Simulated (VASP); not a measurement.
The system is TaS2.

```xyz
3
Lattice="3.3500 0.0000 0.0000 -1.6750 2.9012 0.0000 0.0000 0.0000 5.8600" Properties=species:S:1:pos:R:3 pbc="T T T"
Ta    0.0000    0.0000    0.0000
S     1.6750    0.9671    4.3950
S     0.0000    1.9341    1.4650
```

- Program: VASP 6.6.1
- Task: relaxation of cell and atoms
- Functional: PBEsol
- Dispersion: D3(BJ)
- Potentials or basis: VASP PAW PBE potentials, release 64 (Ta_pv, S)
- Cutoff: 600 eV
- k mesh: 9 × 9 × 5
- Occupations: fermi-dirac, width 0.05 eV
- Spin: no spin polarisation

At the start: pressure 1.3 GPa; volume 18.98 Å³/atom.

Question: How do energy, volume and symmetry change on relaxing?

Answer: Over 22 steps the energy falls by 44.3 meV/atom and the volume is 17.39 Å³/atom (-8.4 %); space group P-3m1 (No. 164, to 0.05 Å).

Step by step:
| step | energy change (eV) | largest force (eV/Å) | pressure (GPa) | volume (Å³) |
| --- | --- | --- | --- | --- |
| 1 | 0.0000 | 1.0359 | 1.32 | 56.95 |
| 2 | -0.0297 | 0.3755 | -6.23 | 58.23 |
| 3 | -0.0480 | 0.1396 | -3.54 | 57.75 |
| 4 | -0.0855 | 0.1379 | -0.37 | 55.17 |
| 5 | -0.0856 | 0.1384 | -0.54 | 55.29 |
| 6 | -0.0968 | 0.3010 | 0.53 | 54.60 |
| 7 | -0.1037 | 0.5628 | 2.41 | 53.49 |
| 8 | -0.1071 | 0.5350 | 2.20 | 53.43 |
| 9 | -0.1158 | 0.4528 | 1.59 | 53.26 |
| 10 | -0.1254 | 0.2875 | 0.46 | 52.91 |
| 11 | -0.1262 | 0.2129 | 0.01 | 52.75 |
| 12 | -0.1281 | 0.1618 | -0.21 | 52.76 |
| 13 | -0.1312 | 0.0054 | -0.84 | 52.76 |
| 14 | -0.1313 | 0.0326 | -1.00 | 52.76 |
| 15 | -0.1325 | 0.0112 | -0.32 | 52.49 |
| 16 | -0.1326 | 0.0285 | -0.05 | 52.38 |
| 17 | -0.1326 | 0.0287 | -0.04 | 52.36 |
| 18 | -0.1328 | 0.0295 | 0.00 | 52.30 |
| 19 | -0.1329 | 0.0321 | 0.08 | 52.19 |
| 20 | -0.1330 | 0.0008 | -0.12 | 52.21 |
| 21 | -0.1330 | 0.0043 | -0.10 | 52.20 |
| 22 | -0.1330 | 0.0016 | -0.07 | 52.16 |

Final structure:
```
CELL_PARAMETERS angstrom
3.27668 0.00000 0.00000
-1.63834 2.83769 0.00000
0.00000 0.00000 5.60973
ATOMIC_POSITIONS crystal
Ta 0.00000 0.00000 0.00000
S 0.66667 0.33333 0.72351
S 0.33333 0.66667 0.27649
```

Caveat: the PAW data sets were made with another functional, which shifts forces and pressure a little.
